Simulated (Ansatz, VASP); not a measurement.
**ZnSe (Stilleite) in VASP and in Ansatz**

INCAR

```
SYSTEM = ZnSe
ALGO = Normal
EDIFF = 1E-7
ENCUT = 520
GGA = PE
ISIF = 2
ISMEAR = -1
LASPH = .TRUE.
LCHARG = .FALSE.
LREAL = .FALSE.
LWAVE = .FALSE.
NBANDS = 16
NELM = 60
PREC = Accurate
SIGMA = 0.05
```

The input KPOINTS:

```
k-points
0
G
  8 8 8
  0 0 0
```

The input POSCAR:

```
ZnSe
1.0
    0.0000000000      2.8525674344      2.8525674344
    2.8525674344      0.0000000000      2.8525674344
    2.8525674344      2.8525674344      0.0000000000
Se Zn
1 1
Direct
    0.7500000000      0.7500000000      0.7500000000
    0.0000000000      0.0000000000      0.0000000000
```

File input.yaml:

```yaml
crystal:
  lattice:
    - [0.0, 2.8525674344, 2.8525674344]
    - [2.8525674344, 0.0, 2.8525674344]
    - [2.8525674344, 2.8525674344, 0.0]
  atoms:
    - { symbol: Se, position: [0.75, 0.75, 0.75] }
    - { symbol: Zn, position: [0.0, 0.0, 0.0] }
hamiltonian:
  xc: pbe
  pseudopotentials: { kind: paw, azcp: { folder: soft_1 } }
kpoints:
  mp_grid: { grid: [8, 8, 8] }
scf:
  occupations: { method: fermi_dirac, width: 0.05 }
output:
  forces: true
  stress: true
  eigenvalues: true
  write_density: true
  write_potential: true
  elf: true
  volumetric_format: npy
```

Alike in both runs: task single point; functional PBE; k mesh 8 × 8 × 8; occupations fermi-dirac, width 0.05 eV; no spin polarisation.

```csv
,VASP,Ansatz
version,VASP 6.6.1,Ansatz 0.2.0
potentials or method,"VASP PAW PBE potentials, release 64 (Se, Zn)",Ansatz PAW soft_1
plane-wave cutoff (eV),520,420
valence electrons in the cell,18,28
```

```tsv
	VASP	Ansatz	Ansatz less VASP
gap on the k mesh at the Fermi level (eV)	1.21	1.21	-0.005
least direct gap on the mesh (eV)	1.21	1.21	-0.005
pressure (GPa)	1.1	0.9	-0.22
```

The functional is the same, so the differences come from potentials, cutoffs and numerics. The two sets of potentials don't hold the same shells in valence.
